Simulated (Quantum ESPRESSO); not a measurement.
# Pt (Fm-3m) in Quantum ESPRESSO: a series of runs, part 3 of 3

Quantum ESPRESSO 7.5. Earlier steps stand in the parts before.

### 4 Phonons, LDA

Input file pw.in:

```
&CONTROL
  calculation = 'scf'
  prefix = 'pwscf'
  outdir = './tmp'
  pseudo_dir = './pseudo'
  tprnfor = .true.
  tstress = .true.
  disk_io = 'low'
/
&SYSTEM
  ibrav = 0
  nat = 1
  ntyp = 1
  ecutwfc = 36
  ecutrho = 216
  nbnd = 10
  occupations = 'smearing'
  smearing = 'mv'
  degauss = 0.01999163
/
&ELECTRONS
  conv_thr = 2d-10
  electron_maxstep = 120
  mixing_beta = 0.5
/
ATOMIC_SPECIES
Pt   195.0840 Pt.LDA_PW-JTH.UPF
CELL_PARAMETERS angstrom
   0.0000000000    1.9609000000    1.9609000000
   1.9609000000    0.0000000000    1.9609000000
   1.9609000000    1.9609000000    0.0000000000
ATOMIC_POSITIONS crystal
Pt     0.0000000000    0.0000000000    0.0000000000
K_POINTS automatic
12 12 12 0 0 0
```

Input file relax.in:

```
&CONTROL
  calculation = 'vc-relax'
  prefix = 'pwscf'
  outdir = './tmp'
  pseudo_dir = './pseudo'
  tprnfor = .true.
  tstress = .true.
  disk_io = 'low'
  nstep = 40
  forc_conv_thr = 0.0001
  etot_conv_thr = 1d-06
/
&SYSTEM
  ibrav = 0
  nat = 1
  ntyp = 1
  ecutwfc = 36
  ecutrho = 216
  nbnd = 10
  occupations = 'smearing'
  smearing = 'mv'
  degauss = 0.01999163
/
&ELECTRONS
  conv_thr = 2d-10
  electron_maxstep = 120
  mixing_beta = 0.5
/
&IONS
  ion_dynamics = 'bfgs'
/
&CELL
  cell_dynamics = 'bfgs'
  press = 0
  press_conv_thr = 0.2
/
ATOMIC_SPECIES
Pt   195.0840 Pt.LDA_PW-JTH.UPF
CELL_PARAMETERS angstrom
   0.0000000000    1.9609000000    1.9609000000
   1.9609000000    0.0000000000    1.9609000000
   1.9609000000    1.9609000000    0.0000000000
ATOMIC_POSITIONS crystal
Pt     0.0000000000    0.0000000000    0.0000000000
K_POINTS automatic
12 12 12 0 0 0
```

Input file scf2.in:

```
&CONTROL
  calculation = 'scf'
  prefix = 'pwscf'
  outdir = './tmp'
  pseudo_dir = './pseudo'
  tprnfor = .true.
  tstress = .true.
  disk_io = 'low'
/
&SYSTEM
  ibrav = 0
  nat = 1
  ntyp = 1
  ecutwfc = 36
  ecutrho = 216
  nbnd = 10
  occupations = 'smearing'
  smearing = 'mv'
  degauss = 0.01999163
/
&ELECTRONS
  conv_thr = 1d-13
  electron_maxstep = 120
  mixing_beta = 0.5
  startingpot = 'file'
  startingwfc = 'file'
/
ATOMIC_SPECIES
Pt   195.0840 Pt.LDA_PW-JTH.UPF
CELL_PARAMETERS angstrom
   0.0000000000    1.9476996535    1.9476996535
   1.9476996535    0.0000000000    1.9476996535
   1.9476996535    1.9476996535    0.0000000000
ATOMIC_POSITIONS crystal
Pt     0.0000000000    0.0000000000    0.0000000000
K_POINTS automatic
12 12 12 0 0 0
```

Input file ph.in:

```
phonons of Pt
&INPUTPH
  prefix = 'pwscf'
  outdir = './tmp'
  tr2_ph = 1d-16
  fildyn = 'dyn'
  niter_ph = 60
  alpha_mix(1) = 0.4
/
0.1767766953 0.7071067812 0.1767766953
```

Potentials or basis: JTH 2.0 LDA.

Started as:

```bash
$ OMP_NUM_THREADS=1 pw.x -in pw.in > pw.out
$ OMP_NUM_THREADS=1 pw.x -in relax.in > relax.out
$ OMP_NUM_THREADS=1 pw.x -in scf2.in > scf2.out
$ OMP_NUM_THREADS=1 ph.x -in ph.in > ph.out
```

pw.out:

```text
This program is part of the open-source Quantum ESPRESSO suite
     for quantum simulation of materials; please cite
         "P. Giannozzi et al., J. Phys.:Condens. Matter 21 395502 (2009);
         "P. Giannozzi et al., J. Phys.:Condens. Matter 29 465901 (2017);
         "P. Giannozzi et al., J. Chem. Phys. 152 154105 (2020);
     in publications or presentations arising from this work. More details at

     file Pt.LDA_PW-JTH.UPF: wavefunction(s)  6S 0S 6P 0P 5D 0D renormalized
     Message from routine setup:
     using ibrav=0 with symmetry is DISCOURAGED, use correct ibrav instead

     G-vector sticks info
     --------------------
     sticks:   dense  smooth     PW     G-vecs:    dense   smooth      PW
     Sum         421     271     91                 5577     2975     609

     Using Slab Decomposition

     bravais-lattice index     =            0
     lattice parameter (alat)  =       5.2405  a.u.
     unit-cell volume          =     101.7637 (a.u.)^3
     number of atoms/cell      =            1
     number of atomic types    =            1
     number of electrons       =        10.00
     number of Kohn-Sham states=           10
     kinetic-energy cutoff     =      36.0000  Ry
     charge density cutoff     =     216.0000  Ry
     scf convergence threshold =      2.0E-10
     mixing beta               =       0.5000
     number of iterations used =            8  plain     mixing
     Exchange-correlation= SLA PW NOGX NOGC
                           (   1   4   0   0   0   0   0)

     celldm(1)=   5.240459  celldm(2)=   0.000000  celldm(3)=   0.000000
     celldm(4)=   0.000000  celldm(5)=   0.000000  celldm(6)=   0.000000
[... 139 lines left out ...]
     estimated scf accuracy    <       0.00032020 Ry

     iteration #  3     ecut=    36.00 Ry     beta= 0.50
     Davidson diagonalization with overlap
     c_bands:  1 eigenvalues not converged
     ethr =  3.20E-06,  avg # of iterations = 10.5

     total energy              =    -726.87389759 Ry
     estimated scf accuracy    <       0.00026015 Ry

     iteration #  4     ecut=    36.00 Ry     beta= 0.50
     Davidson diagonalization with overlap
     ethr =  2.60E-06,  avg # of iterations =  1.1
[... 95 lines left out ...]
     iteration # 18     ecut=    36.00 Ry     beta= 0.50
     Davidson diagonalization with overlap
     ethr =  3.39E-12,  avg # of iterations =  4.0

     End of self-consistent calculation

          k = 0.0000 0.0000 0.0000 (   339 PWs)   bands (ev):

     7.1849  13.6744  13.6744  13.6744  15.8673  15.8673  32.9187  37.7905
    37.7905  37.7905
[... 308 lines left out ...]
    11.3717  12.0494  14.2925  16.0220  17.5157  23.4564  24.3593  27.4461
    31.3936  38.8779

          k =-0.7071 0.1179-0.0000 (   370 PWs)   bands (ev):

    10.6674  11.0771  16.3188  17.1082  17.9755  21.0911  25.6169  28.6650
    29.3049  38.9168

          k =-0.2357-0.4714 0.7071 (   376 PWs)   bands (ev):
[... 36 lines left out ...]
    11.8192  12.9093  12.9093  15.4945  17.9781  24.5454  25.7610  25.7610
    29.5655  42.7923

     the Fermi energy is    17.5129 ev

!    total energy              =    -726.87374760 Ry
     total all-electron energy =      -726.873748 Ry
     estimated scf accuracy    <          3.4E-12 Ry
     smearing contrib. (-TS)   =      -0.00010394 Ry
     internal energy E=F+TS    =    -726.87364366 Ry

     The total energy is F=E-TS. E is the sum of the following terms:
     one-electron contribution =      19.00082263 Ry
     hartree contribution      =       4.03030377 Ry
     xc contribution           =      -9.88382447 Ry
     ewald contribution        =     -61.86456545 Ry
     one-center paw contrib.   =    -678.15638014 Ry

     convergence has been achieved in  18 iterations

     Forces acting on atoms (cartesian axes, Ry/au):

     atom    1 type  1   force =     0.00000000    0.00000000    0.00000000

     Total force =     0.000000     Total SCF correction =     0.000000

     Computing stress (Cartesian axis) and pressure

          total   stress  (Ry/bohr**3)                   (kbar)     P=      -59.32
  -0.00040325   0.00000000  -0.00000000          -59.32        0.00       -0.00
   0.00000000  -0.00040325  -0.00000000            0.00      -59.32       -0.00
  -0.00000000  -0.00000000  -0.00040325           -0.00       -0.00      -59.32

=------------------------------------------------------------------------------=
   JOB DONE.
=------------------------------------------------------------------------------=
```

Wall time 2.6 min (1 thread of Arm Neoverse V2, shared host); peak memory 0.09 GiB.

What came out:

```
Free energy                                 : -9889.6261 eV
Relaxed volume                              : 14.78 Å³/atom
Relaxed cell                                : a = 2.754 Å, b = 2.754 Å, c = 2.754 Å, α = 60.00°, β = 60.00°, γ = 60.00°
Space group after relaxing (to 0.05 Å)      : Fm-3m (No. 225)
Pressure after relaxing                     : 0.0 GPa
Band gap on the k mesh                      : none (metal or under the smearing width)
Highest phonon frequency at the q point run : 183 cm⁻¹
```

The path:
| step | energy change (eV) | largest force (eV/Å) | pressure (GPa) | volume (Å³) |
| --- | --- | --- | --- | --- |
| 1 | 0.0000 | 0.0000 | -5.93 | 15.08 |
| 2 | -0.0042 | 0.0000 | 3.22 | 14.63 |
| 3 | -0.0057 | 0.0000 | -0.15 | 14.78 |
| 4 | -0.0057 | 0.0000 | 0.00 | 14.78 |

Final structure:
```
Pt
1.0
     0.00000    1.94770    1.94770
     1.94770    0.00000    1.94770
     1.94770    1.94770    0.00000
Pt
1
Direct
  0.00000 0.00000 0.00000
```

Levels at points of the mesh, in eV from the Fermi level:
| k point | band 3 | band 4 | band 5 | band 6 | band 7 | band 8 |
| --- | --- | --- | --- | --- | --- | --- |
| (0.00, 0.00, 0.00) | -3.97 | -3.97 | -1.70 | -1.70 | 15.37 | 20.37 |
| (0.00, 0.00, -0.50) | -4.02 | -0.62 | 0.02 | 0.02 | 5.89 | 14.80 |
| (0.00, -0.50, -0.50) | 0.01 | 0.48 | 0.48 | 1.69 | 8.96 | 11.57 |

Phonon frequencies in cm⁻¹ (negative: imaginary):
| q point | frequencies |
| --- | --- |
| (0.625, 0.250, 0.625) | 126 157 183 |

Phonon modes at q = (0.625, 0.250, 0.625) in reciprocal lattice units:
| mode | symmetry | cm⁻¹ |
| --- | --- | --- |
| 1 | B_1 | 126 |
| 2 | A_1 | 157 |
| 3 | B_2 | 183 |

Caveat: the cutoff is low for these files, which shifts pressure and relaxed volume; the q point doesn't lie on the k mesh, which can shift a metal's frequencies strongly unless the mesh is converged. The run has no spin-orbit coupling, so splittings on Pt are missing.

### 5 Summary

| level | potentials or basis | cutoff (eV) | smearing | form of the LDA correlation | gap on the mesh (eV) | pressure (GPa) |
| --- | --- | --- | --- | --- | --- | --- |
| PBEsol | GBRV 1.5 PBEsol | 612 | methfessel-paxton 0.2 eV | - | none | 0.0 |
| PBE | JTH 2.0 PBE | 490 | gaussian 0.136 eV | - | none | -0.1 |
| LDA | JTH 2.0 LDA | 490 | cold 0.272 eV | PW92 | none | 0.0 |

Alike in all rows: task phonons; no spin polarisation; cell relaxed; k mesh 12 × 12 × 12.

Caveats: the q point doesn't lie on the k mesh, which can shift a metal's frequencies strongly unless the mesh is converged (some runs); the cutoff is low for these files, which shifts pressure and relaxed volume (some runs).

Total energies depend on the potentials used, so only differences within one code and one set of settings carry meaning.
